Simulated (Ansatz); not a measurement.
## AlNi3 under changes of volume

One of the cells (10.932 Å³/atom); the others are scaled copies at fixed shape and fractional positions:

```xyz
4
Lattice="3.5231 0.0000 0.0000 0.0000 3.5231 0.0000 0.0000 0.0000 3.5231" Properties=species:S:1:pos:R:3 pbc="T T T"
Ni    1.7615    1.7615    0.0000
Ni    1.7615    0.0000    1.7615
Ni    0.0000    1.7615    1.7615
Al    0.0000    0.0000    0.0000
```

The cell is a database's computed one.

* Program: Ansatz 0.2.0
* Functional: PBEsol
* Potentials or basis: Ansatz PAW
* Cutoff: 420 eV (not typed: the program's choice for these potentials)
* k mesh: 8 × 8 × 8
* Occupations: fermi-dirac, width 0.05 eV
* Spin: collinear spin, ferromagnetic start
* Starting moments: [1.0, 1.0, 1.0, 0.0] μB

| volume (Å³/atom) | energy over the lowest point (meV/atom) | pressure (GPa) | moment (μB per cell) |
| --- | --- | --- | --- |
| 10.276 | 24.89 | 13.6 | 0.57 |
| 10.495 | 10.00 | 8.3 | 0.61 |
| 10.713 | 1.95 | 3.6 | 0.63 |
| 10.932 | 0.00 | -0.7 | 0.66 |
| 11.151 | 3.53 | -4.4 | 0.68 |
| 11.369 | 11.94 | -7.8 | 0.70 |
| 11.588 | ? | ? | ? |

Q: What does the run at 11.588 Å³/atom give?

A: Energy over the lowest point 24.75 meV/atom; pressure -10.9 GPa; moment 0.71 μB per cell.

Worked out: A Birch-Murnaghan fit of order 3 (a polynomial in V^(-2/3)) to the other rows has its minimum at 10.90 Å³/atom with B0 = V·E''(V) = 203 GPa and B' = 4.4. It gives 24.80 meV/atom at 11.588 Å³/atom, against the run's 24.75, and -dE/dV = -10.9 GPa, against -10.9. A parabola through the other rows of the moment, of slope 0.0591 μB per Å³/atom there, extrapolates to 0.71 μB, against the run's 0.71.

Energies are extrapolated to zero smearing.

Caveats: the PAW data sets come from PBE, with cores solved anew for the run's functional, which leaves a small shift of forces and pressure.
